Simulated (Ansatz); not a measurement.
# GaN: the cost of one run

Computed with Ansatz 0.2.0 (DFT PBEsol, scalar-relativistic, plane waves, PAW, unless a step's input says otherwise).

2 further runs of the same task are left out: 2 set aside as unsound or not needed.

### Step 1. Starting point

Symmetry: F-43m, No. 216, cubic system. The conventional cell has a = 4.498 Å, b = 4.498 Å, c = 4.498 Å, α = 90.00°, β = 90.00°, γ = 90.00°. Around Ga (site symmetry -43m) lie 4 N at 1.95 Å. N (site symmetry -43m) has 4 Ga at 1.95 Å in its first shell of neighbours.

Structure file:

```cif
data_structure
_symmetry_space_group_name_H-M 'P 1'
_symmetry_Int_Tables_number 1
_cell_length_a 3.1807
_cell_length_b 3.1807
_cell_length_c 3.1807
_cell_angle_alpha 60.000
_cell_angle_beta 60.000
_cell_angle_gamma 60.000
_cell_volume 22.75
loop_
_atom_site_label
_atom_site_type_symbol
_atom_site_fract_x
_atom_site_fract_y
_atom_site_fract_z
_atom_site_occupancy
Ga1 Ga 0.00000 0.00000 0.00000 1
N1 N 0.75000 0.75000 0.75000 1
```

It goes back to an entry of the Materials Project.

This cell was relaxed beforehand with the same method: volume 11.38 Å³/atom, gap on the mesh 1.70 eV.

### Step 2. Next: the [110] wire, 18 host atoms a period

The wire is cut from the relaxed crystal, periodic along c with vacuum across. Atoms and period relax; energies count from the bulk, -2061.4175 eV an atom.

The cell holds 9 Ga, 9 N: a = 17.000 Å, b = 17.200 Å, c = 3.181 Å, α = 90.00°, β = 90.00°, γ = 90.00°.

### Step 3. Relaxation

Pressure and volume refer to the whole cell with its vacuum; only the period along c may change.

input.yaml

```yaml
crystal:
  lattice:
    - [17.0, 0.0, 0.0]
    - [0.0, 17.2, 0.0]
    - [0.0, 0.0, 3.1807290385]
  atoms:
    - { symbol: Ga, position: [0.546775427, 0.7288343823, 0.0], spin: 0.3 }
    - { symbol: Ga, position: [0.546775427, 0.467309374, 0.0], spin: 0.3 }
    - { symbol: "N", position: [0.546775427, 0.6634531302, 0.5], spin: 0.3 }
    - { symbol: "N", position: [0.546775427, 0.4019281219, 0.5], spin: 0.3 }
    - { symbol: Ga, position: [0.453224573, 0.5980718781, 0.5], spin: 0.3 }
    - { symbol: Ga, position: [0.453224573, 0.3365468698, 0.5], spin: 0.3 }
    - { symbol: "N", position: [0.2661228648, 0.532690626, 0.0], spin: 0.3 }
    - { symbol: "N", position: [0.6403262811, 0.532690626, 0.0], spin: 0.3 }
    - { symbol: Ga, position: [0.2661228648, 0.5980718781, 0.5], spin: 0.3 }
    - { symbol: Ga, position: [0.6403262811, 0.5980718781, 0.5], spin: 0.3 }
    - { symbol: Ga, position: [0.6403262811, 0.3365468698, 0.5], spin: 0.3 }
    - { symbol: "N", position: [0.453224573, 0.532690626, 0.0], spin: 0.3 }
    - { symbol: "N", position: [0.453224573, 0.2711656177, 0.0], spin: 0.3 }
    - { symbol: Ga, position: [0.3596737189, 0.467309374, 0.0], spin: 0.3 }
    - { symbol: Ga, position: [0.7338771352, 0.467309374, 0.0], spin: 0.3 }
    - { symbol: "N", position: [0.3596737189, 0.6634531302, 0.5], spin: 0.3 }
    - { symbol: "N", position: [0.3596737189, 0.4019281219, 0.5], spin: 0.3 }
    - { symbol: "N", position: [0.7338771352, 0.4019281219, 0.5], spin: 0.3 }
basis:
  ecutwfc: 420
kpoints:
  mp_grid: { grid: [1, 1, 10] }
hamiltonian:
  xc: pbesol
scf:
  occupations: { method: gaussian, width: 0.05 }
  lower_state_search: "off"
output:
  forces: true
  stress: true
  eigenvalues: true
  populations: true
  write_density: true
  write_potential: true
  elf: true
  volumetric_format: npy
magnetization:
  spin_polarized: true
relax:
  adjacent_minimum: "off"
  f_tol: 0.02
  max_steps: 45
  cell: { fix: [a, b, alpha, beta, gamma], stress_tol: 0.03 }
```

Launch:

```console
$ ansatz run input.yaml --threads 4 --pin off --max-ram 11264MiB --backend cpu --events-out ev --progress --plain --runs-dir out
```

What time and memory should one allow on 4 threads of Intel Xeon Platinum 8488C (Sapphire Rapids), shared host?

About 18 min, with a peak of 2.6 GiB.
